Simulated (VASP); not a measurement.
# AgBr (Fm-3m) in VASP: notebook

The runs below take AgBr through relaxation of cell and atoms, with PBE, PBEsol.

Everything below comes from runs of VASP 6.6.1. Logs are shortened: lines on timing, memory, paths and dates and some standing lists are left out, and cuts for length are marked.

### 1 The crystal as given

Symmetry: Fm-3m, No. 225, cubic system. The conventional cell has a = 5.740 Å, b = 5.740 Å, c = 5.740 Å, α = 90.00°, β = 90.00°, γ = 90.00°. Ag (site symmetry m-3m) is surrounded by 6 Br at 2.87 Å. Br (site symmetry m-3m) has 6 Ag at 2.87 Å as nearest neighbours.

### 2 Relaxation of cell and atoms, PBE

Contents of INCAR:

```
SYSTEM = AgBr
PREC     = Accurate       ! precision mode
ENCUT    = 300            ! plane-wave cutoff, eV
EDIFF    = 1E-6           ! SCF threshold, eV
ISMEAR   = 0              ! smearing method
SIGMA    = 0.03           ! smearing width, eV
LREAL    = .FALSE.        ! projectors in reciprocal space
LASPH    = .TRUE.         ! aspherical terms in the spheres
NELM     = 80             ! most SCF steps
ALGO     = Normal         ! electronic algorithm
ISIF     = 3              ! what is computed and relaxed
LWAVE    = .FALSE.        ! write WAVECAR
LCHARG   = .FALSE.        ! write CHGCAR
GGA      = PE             ! functional
IBRION   = 2              ! ionic algorithm
NSW      = 90             ! ionic steps
EDIFFG   = -0.01          ! ionic threshold
```

Contents of KPOINTS:

```
Automatic mesh
0
G
  4 4 4
  0 0 0
```

Contents of POSCAR:

```
AgBr
1.0
    0.0000000000      2.8701500000      2.8701500000
    2.8701500000      0.0000000000      2.8701500000
    2.8701500000      2.8701500000      0.0000000000
Ag Br
1 1
Direct
    0.0000000000      0.0000000000      0.0000000000
    0.5000000000      0.5000000000      0.5000000000
```

Potentials or basis: VASP PAW PBE potentials, release 64 (Ag, Br).

On the command line:

```sh
> cat potpaw_PBE.64/Ag/POTCAR potpaw_PBE.64/Br/POTCAR > POTCAR
> mpirun -np 1 vasp_std > vasp.out
```

OUTCAR:

```text
SYSTEM = AgBr
   PREC = Accurate
   ENCUT = 300
   EDIFF = 1E-6
   ISMEAR = 0
   LREAL = .FALSE.
   LASPH = .TRUE.
   NELM = 80
   ISIF = 3
   GGA = PE
   IBRION = 2
   NSW = 90
   EDIFFG = -0.01

 ion  position               nearest neighbor table
   1  0.000  0.000  0.000-   2 2.87   2 2.87   2 2.87   2 2.87   2 2.87   2 2.87
   2  0.500  0.500  0.500-   1 2.87   1 2.87   1 2.87   1 2.87   1 2.87   1 2.87

  LATTYP: Found a face centered cubic cell.
 ALAT       =     5.7403000000

  Lattice vectors:

 A1 = (   0.0000000000,   2.8701500000,   2.8701500000)
 A2 = (   2.8701500000,   0.0000000000,   2.8701500000)
 A3 = (   2.8701500000,   2.8701500000,   0.0000000000)

Analysis of symmetry for initial positions (statically):
=====================================================================
 Subroutine PRICEL returns:
 Original cell was already a primitive cell.

 Routine SETGRP: Setting up the symmetry group for a
 face centered cubic supercell.

 Subroutine GETGRP returns: Found 48 space group operations
 (whereof 48 operations were pure point group operations)
 out of a pool of 48 trial point group operations.

The static configuration has the point symmetry O_h .

Analysis of symmetry for dynamics (positions and initial velocities):
=====================================================================
 Subroutine PRICEL returns:
 Original cell was already a primitive cell.

 Routine SETGRP: Setting up the symmetry group for a
 face centered cubic supercell.

 Subroutine GETGRP returns: Found 48 space group operations
 (whereof 48 operations were pure point group operations)
 out of a pool of 48 trial point group operations.

The dynamic configuration has the point symmetry O_h .

 Subroutine INISYM returns: Found 48 space group operations
 (whereof 48 operations are pure point group operations),
 and found     1 'primitive' translations

----------------------------------------------------------------------------------------

                                     Primitive cell

  volume of cell :      47.2872

  direct lattice vectors                    reciprocal lattice vectors
     0.000000000  2.870150000  2.870150000    -0.174206923  0.174206923  0.174206923
     2.870150000  0.000000000  2.870150000     0.174206923 -0.174206923  0.174206923
     2.870150000  2.870150000  0.000000000     0.174206923  0.174206923 -0.174206923

  length of vectors
     4.059005056  4.059005056  4.059005056     0.301735242  0.301735242  0.301735242

  position of ions in fractional coordinates (direct lattice)
     0.000000000  0.000000000  0.000000000
     0.500000000  0.500000000  0.500000000

  ion indices of the primitive-cell ions
   primitive index   ion index
                 1           1
                 2           2

----------------------------------------------------------------------------------------

 KPOINTS: Automatic mesh

Automatic generation of k-mesh.
 Grid dimensions read from file:
 generate k-points for:    4    4    4

 Generating k-lattice:

  Cartesian coordinates                     Fractional coordinates (reciprocal lattice)
    -0.043551731  0.043551731  0.043551731     0.250000000  0.000000000  0.000000000
     0.043551731 -0.043551731  0.043551731     0.000000000  0.250000000  0.000000000
     0.043551731  0.043551731 -0.043551731     0.000000000  0.000000000  0.250000000

  Length of vectors
     0.075433810  0.075433810  0.075433810

  Shift w.r.t. Gamma in fractional coordinates (k-lattice)
     0.000000000  0.000000000  0.000000000

 Subroutine IBZKPT returns following result:
 ===========================================

 Found      8 irreducible k-points:

 Following reciprocal coordinates:
            Coordinates               Weight
  0.000000  0.000000  0.000000      1.000000
  0.250000  0.000000  0.000000      8.000000
  0.500000  0.000000  0.000000      4.000000
  0.250000  0.250000  0.000000      6.000000
  0.500000  0.250000  0.000000     24.000000
 -0.250000  0.250000  0.000000     12.000000
  0.500000  0.500000  0.000000      3.000000
 -0.250000  0.500000  0.250000      6.000000
   k-points           NKPTS =      8   k-points in BZ     NKDIM =      8   number of bands    NBANDS=     13
   number of dos      NEDOS =    301   number of ions     NIONS =      2
   total plane-waves  NPLWV =  13824
   dimension x,y,z NGX =    24 NGY =   24 NGZ =   24
   dimension x,y,z NGXF=    48 NGYF=   48 NGZF=   48
   ions per type =               1   1
   NGX,Y,Z   is equivalent  to a cutoff of   9.83,  9.83,  9.83 a.u.
   NGXF,Y,Z  is equivalent  to a cutoff of  19.66, 19.66, 19.66 a.u.
 SYSTEM =  AgBr
   PREC   = accura    normal or accurate (medium, high low for compatibility)
   ISTART =      0    job   : 0-new  1-cont  2-samecut
   ICHARG =      2    charge: 1-file 2-atom 10-const
   ISPIN  =      1    spin polarized calculation?
   LNONCOLLINEAR =      F non collinear calculations
   LSORBIT =      F    spin-orbit coupling
   LASPH  =      T    aspherical Exc in radial PAW
   ENCUT  =  300.0 eV  22.05 Ry    4.70 a.u.   5.73  5.73  5.73*2*pi/ulx,y,z
   NELM   =     80;   NELMIN=  2; NELMDL= -5     # of ELM steps
   EDIFF  = 0.1E-05   stopping-criterion for ELM
   LREAL  =      F    real-space projection
   EDIFFG = -.1E-01   stopping-criterion for IOM
   NSW    =     90    number of steps for IOM
   IBRION =      2    ionic relax: 0-MD 1-quasi-New 2-CG
   NFREE  =      1    steps in history (QN), initial steepest desc. (CG)
   ISIF   =      3    stress and relaxation
   ISYM   =      2    0-nonsym 1-usesym 2-fastsym
   POTIM  = 0.5000    time-step for ionic-motion
   TEBEG  =    0.0;   TEEND  =   0.0 temperature during run
   PSTRESS=    0.0 pullay stress
   NELECT =      18.0000    total number of electrons
   NUPDOWN=      -1.0000    fix difference up-down
   EMIN   =  10.00;   EMAX   =-10.00  energy-range for DOS
   EFERMI =   0.00;   METHOD = LEGACY
   ISMEAR =     0;   SIGMA  =   0.03  broadening in eV -4-tet -1-fermi 0-gaus
   EFERMI_NEDOS =   21; number of points for ismear=-14 and -15
   IALGO  =     38    algorithm
   IMIX   =      4    mixing-type and parameters
     AMIX     =   0.40;   BMIX     =  1.00
     AMIX_MAG =   1.60;   BMIX_MAG =  1.00
  volume/ion in A,a.u.               =      23.64       159.55
  Fermi-wavevector in a.u.,A,eV,Ry     =   1.186454  2.242074 19.152570  1.407674
  Thomas-Fermi vector in A             =   2.322627
   LORBIT       =      0    0 simple, 1 ext, 2 COOP (PROOUT), +10 PAW based schemes
   GGA     = PE    functional components
   LHFCALC =     F    Hartree Fock is set to
   AEXX    =    0.0000 exact exchange contribution
   IVDW    =     0    specifies the selected vdW correction
   LEPSILON=     F    determine dielectric tensor
   LRPA    =     F    only Hartree local field effects (RPA)
 conjugate gradient relaxation of ions
 non-spin polarized calculation
 Gauss-broadening in eV      SIGMA  =   0.03
  energy-cutoff  :      300.00
  volume of cell :       47.29
 maximum number of plane-waves:       568
 NGX is ok and might be reduce to    24
   NGX = 11   NGY = 11   NGZ = 11

--------------------------------------- Ionic step        1  -------------------------------------------

 number of electron      18.0000014 magnetization

 Free energy of the ion-electron system (eV)
  ---------------------------------------------------
  ext. energy  EPLUGINS =         0.00000000
  ---------------------------------------------------
  free energy    TOTEN  =        -4.96280375 eV

  energy without entropy =       -4.96280375  energy(sigma->0) =       -4.96280375

------------------------ aborting loop because EDIFF is reached ----------------------------------------

  FORCE on cell =-STRESS in cart. coord.  units (eV):
  Direction    XX          YY          ZZ          XY          YZ          ZX
  --------------------------------------------------------------------------------------
  -------------------------------------------------------------------------------------
  Total        0.7219158      0.7219158      0.7219158     -0.0000000     -0.0000000      0.0000000
  in kB       24.4598260     24.4598260     24.4598260     -0.0000000     -0.0000000      0.0000000
  external PRESSURE =      24.4598260 kB  Pullay stress =       0.0000000 kB

 VOLUME and BASIS-vectors are now :
 -----------------------------------------------------------------------------
  energy-cutoff  :      300.00
  volume of cell :       47.29
      direct lattice vectors                 reciprocal lattice vectors
     0.000000000  2.870150000  2.870150000    -0.174206923  0.174206923  0.174206923
     2.870150000  0.000000000  2.870150000     0.174206923 -0.174206923  0.174206923
     2.870150000  2.870150000  0.000000000     0.174206923  0.174206923 -0.174206923
[... 37 lines left out ...]
 POSITION                                       TOTAL-FORCE (eV/Angst)
 -----------------------------------------------------------------------------------
     -0.00000      2.92013      2.92013         0.000000     -0.000000      0.000000
      2.92013      2.92013      2.92013        -0.000000      0.000000     -0.000000
 -----------------------------------------------------------------------------------
    total drift:                               -0.000000     -0.000000      0.000000

  FREE ENERGIE OF THE ION-ELECTRON SYSTEM (eV)
  ---------------------------------------------------
  free  energy   TOTEN  =        -4.9823476000 eV

  energy  without entropy=       -4.9823476000  energy(sigma->0) =       -4.98234760

--------------------------------------- Ionic step        3  -------------------------------------------

 number of electron      18.0000005 magnetization

 Free energy of the ion-electron system (eV)
  ---------------------------------------------------
  ext. energy  EPLUGINS =         0.00000000
  ---------------------------------------------------
  free energy    TOTEN  =        -4.98245390 eV

  energy without entropy =       -4.98245390  energy(sigma->0) =       -4.98245390

 E-fermi :   3.1572     XC(G=0):  -9.5776

 val. band max:        2.9814889742   @ k =   0.5000   0.0000   0.0000
 cond. band min:       3.6515117066   @ k =   0.0000   0.0000   0.0000
 fundamental gap:      0.6700227325
 Fermi energy:         3.1571625065

 k-point     1 :       0.0000    0.0000    0.0000
  band No.  band energies     occupation
      1     -11.7554      2.00000
      2       0.4013      2.00000
      3       0.4013      2.00000
      4       0.4013      2.00000
      5       0.4014      2.00000
      6       0.4014      2.00000
      7       1.2409      2.00000
      8       1.2409      2.00000
      9       1.2409      2.00000
     10       3.6515      0.00000
     11      12.9008      0.00000
     12      12.9008      0.00000
     13      12.9008      0.00000

 k-point     2 :       0.2500    0.0000    0.0000
  band No.  band energies     occupation
      1     -11.5733      2.00000
      2      -0.8257      2.00000
      3      -0.4293      2.00000
      4      -0.4293      2.00000
      5       0.5312      2.00000
      6       0.5312      2.00000
      7       0.8420      2.00000
      8       2.2896      2.00000
      9       2.2896      2.00000
     10       5.7872      0.00000
     11      10.1215      0.00000
[... 118 lines left out ...]
 POSITION                                       TOTAL-FORCE (eV/Angst)
 -----------------------------------------------------------------------------------
      0.00000      0.00000      0.00000         0.000000     -0.000000      0.000000
      2.92341      2.92341      2.92341        -0.000000      0.000000     -0.000000
 -----------------------------------------------------------------------------------
    total drift:                                0.000000     -0.000000     -0.000000

  FREE ENERGIE OF THE ION-ELECTRON SYSTEM (eV)
  ---------------------------------------------------
  free  energy   TOTEN  =        -4.9824538955 eV

  energy  without entropy=       -4.9824538955  energy(sigma->0) =       -4.98245390

 reached required accuracy - stopping structural energy minimisation
```

Wall time 15 s (1 thread of Intel Xeon Platinum 8259CL at 2.50GHz (Skylake/Cascade Lake), shared host); peak memory 0.13 GiB.

Results:

- Free energy: -4.9825 eV
- Relaxed volume: 24.98 Å³/atom
- Relaxed cell: a = 4.134 Å, b = 4.134 Å, c = 4.134 Å, α = 60.00°, β = 60.00°, γ = 60.00°
- Space group after relaxing (to 0.05 Å): Fm-3m (No. 225)
- Energy gained by relaxing: 9.8 meV/atom
- Ionic steps: 3
- Pressure after relaxing: 0.0 GPa
- Band gap on the k mesh: 0.67 eV, indirect (least direct gap 2.41 eV)

The path:
```
step  energy change (eV)  largest force (eV/Å)  pressure (GPa)  volume (Å³)
   1              0.0000                0.0000            2.45        47.29
   2             -0.0195                0.0000            0.13        49.80
   3             -0.0197                0.0000            0.03        49.97
```

Final structure:
```
Ag Br
1.0
     0.00000    2.92341    2.92341
     2.92341    0.00000    2.92341
     2.92341    2.92341    0.00000
Ag Br
1 1
Cartesian
  0.0000 0.0000 0.0000
  2.9234 2.9234 2.9234
```

Caveat: the k mesh is coarse (spacing up to 0.47 Å⁻¹), so the values aren't converged; the cutoff is under 1.25 times the usual one of these potentials, so pressure, stress and relaxed cells hold a basis-set (Pulay) error. PBE usually gives volumes a little too large and moduli too small.

(Part 1 of 2 ends here.)
